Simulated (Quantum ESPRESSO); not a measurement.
Ti in Quantum ESPRESSO: the effect of strain

Ti:

```
Ti
1.0
     4.38468    0.00000    0.00000
    -2.19234    3.95546    0.00000
     0.00000    0.00000    2.82624
Ti
3
Direct
  0.66667 0.33333 0.50000
  0.33333 0.66667 0.50000
  0.00000 0.00000 0.00000
```

This isn't the form of Ti at room conditions, which is hcp.

Alike in all runs:

| Item | Value |
| --- | --- |
| Program | Quantum ESPRESSO 7.5 |
| Task | relaxation of the atoms |
| Functional | PBEsol |
| Potentials or basis | GBRV 1.5 PBEsol |
| Cutoff | 612 eV |
| Density cutoff | 4898 eV |
| k mesh | 6 × 6 × 8 |
| Occupations | fermi-dirac, width 0.05 eV |
| Spin | no spin polarisation |
| Kind of strain | uniaxial_x |
| Mixing beta | 0.5 |
| Most SCF iterations | 120 |
| SCF threshold | 6e-10 Ry |
| Most ionic steps | 40 |
| Forc conv thr | 0.0004 Ry/bohr |
| Etot conv thr | 1e-05 Ry |

Each run relaxes the cell or the atoms first.

```csv
strain,pressure (GPa)
-0.04,1.0
-0.02,?
-0.01,-2.5
0,-3.6
0.01,-4.6
0.02,-5.6
0.04,-7.4
```

Problem. What does the run with strain -0.02 give?

Solution. Pressure -1.4 GPa.

Worked out: A parabola through the other rows of the pressure, of slope -115 GPa per unit of strain there, gives -1.4 GPa, against the run's -1.4.

Caveats: the relaxation stopped at its first step, so nothing moved (some runs).
